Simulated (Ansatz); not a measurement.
Input and command of a calculation in Ansatz (plane waves; scalar-relativistic PAW potentials unless the input names others):

```yaml
crystal:
  lattice:
    - [3.4178012153, 0.0, 0.0]
    - [-1.7089006077, 2.9599026776, 0.0]
    - [0.0, 0.0, 6.353276418]
  atoms:
    - { symbol: Sr, position: [0.33333333, 0.66666667, 0.25] }
    - { symbol: Sr, position: [0.66666667, 0.33333333, 0.75] }
    - { symbol: O, position: [0.0, 0.0, 0.0] }
    - { symbol: O, position: [0.0, 0.0, 0.5] }
kpoints:
  mp_grid: { grid: [9, 9, 6] }
hamiltonian:
  xc: r2scan
scf:
  occupations: { method: gaussian, width: 0.02 }
output:
  forces: true
  eigenvalues: true
  stress: true
magnetization:
  spin_polarized: true
```

```bash
ansatz run input.yaml --threads 1 --pin off --max-ram 1331MiB --backend cpu --events-out ev --progress --plain --runs-dir out
```

Abridged log:
```
Pseudopotentials: kind: paw
Pseudopotential: Sr, paw, valence charge 10, recommended cutoff 500 eV (meta_gga)
Pseudopotential: O, paw, valence charge 6, recommended cutoff 500 eV (meta_gga)
Functional definition: r2SCAN
Crystal: 4 atoms, lattice volume = 64.272 Å³
Basis set: ecut = 500 eV, 1643 PW (Γ), exchange–correlation on 100×100×192 points (64 copies of the dense FFT grid, shifted against one another)
Bands: 20, of which v1, the nominal top of the filled ones, is band 16 counted from 1 (15 counted from 0)
Symmetry: 24 space group operations
Space group: P63/mmc (ITA 194), of the structure as read, at distance tolerance 4.0e-5 Å
k-points: 48 of 486
Initial density: superposition of atomic densities (chi_scale 0.1, normalization cell, long waves kept (reshape's long-wave potential 0.00 eV rms))
Initial wavefunctions: pseudopotential atomic-orbital guess
Functional: x = r2scan, c = r2scan; τ floored in thin density (d = 2e-4 eV/Å³)
SCF iter   1: F=—  HF=-8253.508731 eV  |F-HF|=—  |Δ(HF+E_count)|=         —  Δρ=3.49e-2 (↑3.49e-2 ↓3.49e-2) dr2=2.41e0  dr2_τ=3.21e-2  dr2_m=0.00e0  M=0.000 μB ∫|m|=0.000 μB  β_m=0.30  ethr=3.10e-3  ⟨swp⟩=9.2  Hψ=6243  notcnv=0
spin=Collinear: Resta preconditioning applied to the charge; magnetization (m = ρ↑ − ρ↓) channel mixes plain (no charge-response kernel on spin).
SCF iter   2: F=—  HF=-8253.470792 eV  |F-HF|=—  |Δ(HF+E_count)|=   3.79e-2  Δρ=1.67e-2 (↑1.67e-2 ↓1.67e-2) dr2=6.82e-1  dr2_τ=1.17e-2  dr2_m=0.00e0  M=0.000 μB ∫|m|=0.000 μB  β_m=0.41  ethr=3.10e-3  ⟨swp⟩=2.3  Hψ=1835  notcnv=0
SCF iter   3: F=—  HF=-8253.544565 eV  |F-HF|=—  |Δ(HF+E_count)|=   7.38e-2  Δρ=8.93e-3 (↑8.93e-3 ↓8.93e-3) dr2=2.14e-1  dr2_τ=3.46e-3  dr2_m=0.00e0  M=0.000 μB ∫|m|=0.000 μB  β_m=0.62  ethr=2.13e-3  ⟨swp⟩=2.0  Hψ=1152  notcnv=0
SCF iter   4: F=—  HF=-8253.610670 eV  |F-HF|=—  |Δ(HF+E_count)|=   6.61e-2  Δρ=1.69e-3 (↑1.69e-3 ↓1.69e-3) dr2=6.62e-3  dr2_τ=1.09e-4  dr2_m=0.00e0  M=0.000 μB ∫|m|=0.000 μB  β_m=0.81  ethr=6.69e-4  ⟨swp⟩=2.9  Hψ=1833  notcnv=0
SCF iter   5: F=—  HF=-8253.612363 eV  |F-HF|=—  |Δ(HF+E_count)|=   1.69e-3  Δρ=2.85e-4 (↑2.85e-4 ↓2.85e-4) dr2=1.48e-4  dr2_τ=7.67e-6  dr2_m=0.00e0  M=0.000 μB ∫|m|=0.000 μB  β_m=0.91  ethr=2.07e-5  ⟨swp⟩=2.8  Hψ=1689  notcnv=0
SCF iter   6: F=—  HF=-8253.612431 eV  |F-HF|=—  |Δ(HF+E_count)|=   6.88e-5  Δρ=6.07e-5 (↑6.07e-5 ↓6.07e-5) dr2=6.93e-6  dr2_τ=1.37e-7  dr2_m=0.00e0  M=0.000 μB ∫|m|=0.000 μB  β_m=0.95  ethr=4.62e-7  ⟨swp⟩=2.3  Hψ=1613  notcnv=0
SCF iter   7: F=—  HF=-8253.612434 eV  |F-HF|=—  |Δ(HF+E_count)|=   2.77e-6  Δρ=6.40e-6 (↑6.40e-6 ↓6.40e-6) dr2=9.45e-8  dr2_τ=3.63e-9  dr2_m=0.00e0  M=0.000 μB ∫|m|=0.000 μB  β_m=0.98  ethr=3.13e-10  ⟨swp⟩=6.0  Hψ=5850  notcnv=0
SCF iter   8: F=-8253.612434 eV  HF=-8253.612434 eV  |F-HF|=1.01e-9  |Δ(HF+E_count)|=   4.62e-8  Δρ=9.59e-7 (↑9.59e-7 ↓9.59e-7) dr2=2.11e-9  dr2_τ=1.13e-10  dr2_m=0.00e0  M=0.000 μB ∫|m|=0.000 μB  ethr=2.95e-10  ⟨swp⟩=2.7  Hψ=3364  notcnv=0
SCF 1 converged in 8 iterations: F = -8253.612434 eV  dr2 = 2.11e-9
SCF converged after 8 iterations
Magnetization: 0.0000 μB (16.0000 up, 16.0000 down)
Absolute magnetization: 0.0000 μB (∫|ρ↑−ρ↓|)
Spin contamination: 0.0000 ħ² per cell (⟨S²⟩ above its minimum at these occupations)
Per-site moments (μB) at R_I (Å): [(0.0, 1.04489970), (0.0, 1.04489970), (0.0, 1.04489970), (0.0, 1.04489970)]
Free energy (F): -8253.612434 eV
Harris-Foulkes:  -8253.612434 eV  (|F-HF|=1.01e-9)
Internal energy: -8253.612434 eV  (E = F + TS)
E sigma→0 (E₀):  -8253.612434 eV
Fermi energy:    10.524195 eV
--- Forces (eV/Å), atoms counted from 1 ---
  atom   1  Sr     0.00000000     0.00000000     0.00000000
  atom   2  Sr     0.00000000     0.00000000     0.00000000
  atom   3  O      0.00000000     0.00000000     0.00000000
  atom   4  O      0.00000000     0.00000000     0.00000000
--- Stress (GPa, compression-positive) ---
        8.140817       0.000000       0.000000
        0.000000       8.140817       0.000000
        0.000000       0.000000      -3.299609
  P = ⅓ Tr σ = 4.3273 GPa (43.273 kbar)
```

Apart from outputs and empty bands, the input differs from a reference run on usual settings in magnetization: not typed → {"spin_polarized": true}; hamiltonian.xc: "lda" → "r2scan"; basis.ecutwfc: 420 → not typed. The reference, at the same geometry (not necessarily relaxed), gave pressure -1.60 GPa, largest force 0.000 eV/Å, gap on the mesh 3.12 eV. This run converged in 8 SCF iterations (reference: 6) with a total energy on another zero, pressure 4.33 GPa, largest force 0.000 eV/Å, gap on the mesh 3.74 eV.